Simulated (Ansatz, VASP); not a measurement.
Fe in VASP and in Ansatz

File INCAR:

```
PREC     = Accurate       # precision mode
ENCUT    = 520            # plane-wave cutoff, eV
EDIFF    = 1E-8           # SCF threshold, eV
ISMEAR   = -1             # smearing method
SIGMA    = 0.08           # smearing width, eV
LREAL    = F              # projectors in reciprocal space
LASPH    = T              # aspherical terms in the spheres
NELM     = 80             # most SCF steps
ALGO     = Normal         # electronic algorithm
ISIF     = 2              # what is computed and relaxed
LWAVE    = F              # write WAVECAR
LCHARG   = F              # write CHGCAR
GGA      = PE             # functional
LEFG     = T            
NBANDS   = 15             # bands
```

File KPOINTS:

```
regular mesh
0
Gamma
  17 17 10
```

File POSCAR:

```
Fe
1.0
    2.4012595311      0.0000000000      0.0000000000
   -1.2006297656      2.0795517550      0.0000000000
    0.0000000000      0.0000000000      3.7900100715
Fe
2
Direct
    0.3333333333      0.6666666667      0.2500000000
    0.6666666667      0.3333333333      0.7500000000
```

Input for Ansatz:

```yaml
crystal:
  lattice:
    - [2.4012595311, 0.0, 0.0]
    - [-1.2006297656, 2.079551755, 0.0]
    - [0.0, 0.0, 3.7900100715]
  atoms:
    - { symbol: Fe, position: [0.3333333333, 0.6666666667, 0.25] }
    - { symbol: Fe, position: [0.6666666667, 0.3333333333, 0.75] }
kpoints:
  mp_grid: { grid: [17, 17, 10] }
scf:
  occupations: { method: fermi_dirac, width: 0.08 }
hamiltonian:
  xc: pbe
  pseudopotentials: { kind: paw }
output:
  forces: true
  stress: true
  eigenvalues: true
  efg: { contact_densities: true }
```

Change from the starting cell: volume scaled by 0.96, PAW files.

Alike in both runs: task electric field gradients; functional PBE; k mesh 17 × 17 × 10; occupations fermi-dirac, width 0.08 eV; no spin polarisation.

|  | VASP | Ansatz |
| --- | --- | --- |
| version | VASP 6.6.1 | Ansatz 0.2.0 |
| potentials or method | VASP PAW PBE potentials, release 64 (Fe) | PAW with Ansatz's default frozen-core files, scalar-relativistic |
| plane-wave cutoff (eV) | 520 | 420 |
| valence electrons in the cell | 16 | 32 |

|  | VASP | Ansatz | Ansatz less VASP |
| --- | --- | --- | --- |
| pressure (GPa) | 25.1 | 26.1 | +1.00 |
| largest component of the traceless stress (GPa) | 1.20 | 1.39 | +0.187 |
| Vzz of the field gradient on the site that differs most (V/Å²) | -8.4 | -4.1 | +4.30 |

The two sets of potentials don't hold the same shells in valence.

Caveats: so large a pressure means that the cell lies far from this level's equilibrium, or that cutoff or potentials fall short (VASP); the run has no spin polarisation, though such a crystal can be magnetic. Spin polarisation is off, so any magnetic state and its effect on volume and gap are missing.
